The resistance peaks too soon

When one layer of black phosphorus slides over the next, the simplest guess is that the energy follows a sine-shaped hill. The resistance would then be greatest a quarter of the way to the next equivalent position, and equal at slips 0.2 and 0.3, which lie on either side of that point. The row at 0.2 breaks this symmetry: its shear traction is 1.290 GPa, against 1.010 GPa at 0.3.

Black phosphorus (Cmce, a = 3.317, b = 10.291, c = 4.197 Å), slid rigidly along a at every second gap between layers, without relaxation; a slip of 1 is one full period a. Ansatz 0.2.0, plane-wave PAW, scalar-relativistic PBEsol without spin polarisation, cutoff 420 eV, k mesh 14×11×5 (along a, c, b), Gaussian smearing 0.15 eV. Energies are free energies relative to the unslid crystal.

```
slip (fraction of the slip vector)  fault energy (mJ/m²)  shear traction (GPa (slope of the fault energy along the slip))
                                 0                   0.0                                                            0.000
                               0.1                  16.8                                                            0.950
                               0.2                  56.0                                                            1.290
                               0.3                  95.5                                                            1.010
                               0.4                 120.4                                                            0.490
                               0.5                 128.3                                                            0.000
```

The fault energy is the cost per area of sliding the layers rigidly, and the shear traction is its slope along the slip. A straight line between the neighbouring energies gives a lower value at 0.2, about 1.19 GPa, because it averages the slope over a fifth of the period. The lopsidedness shows in the energies themselves. The first two steps cost 56.0 mJ/m² and the last two only 32.8 mJ/m².

Two limits: nested and overhead

The slip runs through the gap between two puckered layers. Each layer moves as a whole, so no covalent bond is broken, and what changes is how the atoms of the two layers face each other.

Start with no slip. Along the slip direction, each facing atom sits midway between two atoms of the next layer, both 3.46 Å away. Their sideways forces cancel, so the traction starts from zero. A small slide shortens one contact and lengthens the other, and the balance is lost.

Now take slip 0.5. One of the two atoms has moved almost overhead, at 3.04 Å, while the other has receded to 4.50 Å. This is the least comfortable position on the path, and so the top of the hill. By symmetry the traction vanishes here too, but the layers are balanced on a summit, not resting in a second stable stacking.

What the push between the layers shows

If crowding makes the hill, the layers should also push each other apart, most strongly at the top. The atomic forces from the same calculations, summed over one layer, show this: the push grows at every step and reaches 3.8 GPa at slip 0.5.

The push also tells how fast the crowding fades with distance. Electron clouds of closed shells repel where they overlap, and the overlap falls off roughly exponentially. Suppose that the slip energy E at layer spacing d is

E = f(slip) · exp(−d/λ)

where f depends only on the slip and λ is the decay length. The push is the rate at which E falls as d grows:

push = −dE/dd = E/λ

Energy divided by push should then be the same length at every slip. It comes out between 0.32 and 0.34 Å, short enough for overlap repulsion. This supports the picture without proving it, since any interaction that fades as quickly would pass the same test.

The forces come with a check of their own. Their sideways sum would equal the traction in the table if the unslid gap on the layer's other side carried none. It gives 86 to 94 % of it at slips 0.1 to 0.4, so that gap takes up the small remainder. The push is a difference between two gaps in the same way, and λ is good to perhaps a tenth.

Would round atoms do?

The simplest form of crowding treats the atoms as round: each contact of length r across the gap costs an amount proportional to exp(−r/λ). Take λ = 0.3375 Å, from the push at the top, and measure each contact against the closest one at slip 0.5. The terms are the nearest contacts along the slip, those offset along c, and the next ones farther out; contacts beyond these hardly change the differences and are left out:

slip 0: 0.57 + 0.33 + 0.02 = 0.92
slip 0.2: 0.72 + 0.28 + 0.03 = 1.03
slip 0.5: 1.00 + 0.23 + 0.03 = 1.26

The share of the hill climbed at slip 0.2 is then

(1.03 − 0.92) / (1.26 − 0.92) ≈ 0.3

The computed share is 44 %. This λ describes the gap as a whole; single slanted contacts would need a longer one to give the same push, but that is expected to leave the estimated share near a third. The estimate, whose height is set by the top, lags behind the computed energy at every slip in between, as the output below shows. Round atoms thus put the summit in the right place but miss the early climb.

A single exponential in the distance is therefore not enough, and direction may matter as well. Each phosphorus atom carries a lone pair that points out of its layer, so the overlap may depend on the tilt of a contact as well as on its length. A weak attraction across the gap that is lost early in the slide would have a similar effect. Both are guesses, but the push narrows the second one. It climbs early too, to 46 % of its top value at slip 0.2, so such an attraction would have to fade with distance about as fast as the repulsion does.

If the layers could move apart

The layers were held at their normal spacing while pushing against each other. Letting them separate would lower the summit, so 128.3 mJ/m² is an upper limit for this path within PBEsol. It is not a limit for real phosphorus, because the functional lacks the long-range dispersion that helps to hold the layers together. The calculation also gives no band gap, whereas real black phosphorus is a semiconductor; what that does to the sliding energies is untested. The push is already near half its final value at slip 0.2, so relaxation would reshape the slope as well as the top. If the gap gives way like a spring, the energy won back grows as the square of the push, so the top should be lowered by the largest share. The resistance is then expected to peak early still, though no relaxed slide was run to test it.

Numerical output:

```
P–P contacts across the sliding gap, angstrom:
  row  closing contact  opening contact  contact offset along c
  0.0            3.463            3.463                   3.643
  0.1            3.317            3.634                   3.658
  0.2            3.199            3.826                   3.703
  0.3            3.112            4.036                   3.777
  0.4            3.058            4.261                   3.877
  0.5             3.04              4.5                   4.003
share of the value at slip 0.5, percent:
  row  fault energy  push apart  round-atom estimate
  0.0             0           0                    0
  0.1         13.09       13.86                8.957
  0.2         43.65       45.52                32.94
  0.3         74.43       75.97                63.82
  0.4         93.84       94.31                89.84
  0.5           100         100                  100
energy cost of the first two steps, 0 to 0.2, mJ/m²: 56
energy cost of the last two steps, 0.3 to 0.5, mJ/m²: 32.8
ratio of these two costs: 1.707
traction at 0.2 from the neighbouring energies alone, GPa: 1.186
push apart on a layer at slip 0.5, GPa: 3.802
smallest energy divided by push, angstrom: 0.3188
largest energy divided by push, angstrom: 0.3375
smallest ratio of summed sideways force to table traction: 0.8642
largest ratio of summed sideways force to table traction: 0.9448
second kind of P–P bond implied by the geometry, angstrom: 2.252
```
